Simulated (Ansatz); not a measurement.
# Quasiparticle levels of BeS (F-43m)

Computed with G0W0@r²SCAN, full frequency by contour deformation, hard PAW set made for 700 eV in Ansatz 0.2.0-dev.

Input files:

```yaml
crystal:
  lattice:
    - [0.0, 2.41, 2.41]
    - [2.41, 0.0, 2.41]
    - [2.41, 2.41, 0.0]
  atoms:
    - { symbol: Be, position: [0.0, 0.0, 0.0] }
    - { symbol: S, position: [0.25, 0.25, 0.25] }
basis:
  precision: f64
  xc_grid: 2
  ecutwfc: 700
  ecutrho_ratio: 4
kpoints:
  mp_grid: { grid: [4, 4, 4], shift: [0, 0, 0] }
hamiltonian:
  xc: r2scan
  dispersion: none
  pseudopotentials:
    kind: paw
    azcp:
      Be: "pseudopotentials/Be.paw.azcp"
      S: "pseudopotentials/S.paw.azcp"
magnetization:
  spin_polarized: false
scf:
  lower_state_search: "off"
  max_iter: 200
  occupations: { method: fixed }
  convergence: { dr2_threshold: "1e-10 eV" }
output: {}
gw:
  n_empty_bands: 180
  ecut_chi: 200
  ecutfock_ratio: 2
  qp_bands: [v1, c1]
  screening: { model: contour_deformation }
```

Levels count from the highest filled Kohn-Sham level listed; ε_QP = ε_KS + Z(Σ − Vxc). VB is the top filled band, CB the lowest empty one. Points in brackets are given in fractions of the reciprocal vectors. A dash marks a part that wasn't solved.

```json
{"k": "Γ", "band": "VB", "ε_KS (eV)": "0.00", "Σx − Vxc (eV)": "-2.60", "Σc (eV)": "1.47", "Z": "0.80", "ε_QP (eV)": "-0.91"}
{"k": "Γ", "band": "CB", "ε_KS (eV)": "6.20", "Σx − Vxc (eV)": "4.97", "Σc (eV)": "–", "Z": "–", "ε_QP (eV)": "–"}
{"k": "(0, -0.5, -0.5)", "band": "CB", "ε_KS (eV)": "3.51", "Σx − Vxc (eV)": "4.12", "Σc (eV)": "-3.88", "Z": "0.83", "ε_QP (eV)": "3.71"}
```

The gap (from Γ to k = (0, -0.5, -0.5)) opens from 3.51 eV to 4.61 eV.

Electronic (ion-clamped) dielectric constant on this mesh, from the head of the inverse dielectric matrix: 5.2.

The cell is a model at fixed atoms and needn't be the relaxed known crystal. The PAW or pseudopotential files were made with PBE. The mesh is coarse, so these are values at the stated settings, not converged ones. Band sums or response are cut, so the gap isn't at its basis limit. The gap is read on the mesh, and the crystal's band edges can lie off it. With r²SCAN or HSE06 the Kohn-Sham levels are generalised ones. Meshes this coarse can overestimate the dielectric constant by a tenth and more.
